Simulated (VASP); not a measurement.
Results of a VASP single-point calculation on Si (strained diamond)

POSCAR

```
Si
 1.0000000000000000
     0.0000000000000000    2.6948977067000000    2.6948977067000000
     2.6948977067000000    0.0000000000000000    2.6948977067000000
     2.6948977067000000    2.6948977067000000    0.0000000000000000
 Si
   2
Cartesian
  0.0000000000000000  0.0000000000000000  0.0000000000000000
  1.3474488533499998  1.3474488533499998  1.3474488533499998
```

```json
{"gap between bands v and c": "0.73 eV", "least direct gap": "2.77 eV"}
```

Band v is the last that the valence electrons fill when counted band by band, and c is the next. Levels in eV from the top of v:

| point | v−1 | v | c | c+1 |
| --- | --- | --- | --- | --- |
| Γ | 0.00 | 0.00 | 2.77 | 2.77 |
| X | -3.07 | -3.07 | 0.88 | 0.88 |
| K | -4.60 | -2.62 | 1.40 | 4.49 |
| L | -1.29 | -1.29 | 1.97 | 3.58 |
| W | -4.13 | -4.13 | 4.60 | 4.60 |

Task: Which of these levels of theory gave these results?
A. PBE0
B. HSE06
C. LDA
D. PBEsol
E. PBE
F. r²SCAN
G. PBE with spin–orbit coupling

Result: F.

The INCAR was:

```
PREC = Accurate
IBRION = -1
ENCUT = 520
SIGMA = 0.01
ALGO = Normal
ISMEAR = 0
NBANDS = 11
LASPH = .TRUE.
NSW = 0
LCHARG = .FALSE.
NELM = 120
LWAVE = .FALSE.
LREAL = .FALSE.
METAGGA = R2SCAN
EDIFF = 1E-7
ISIF = 2
```
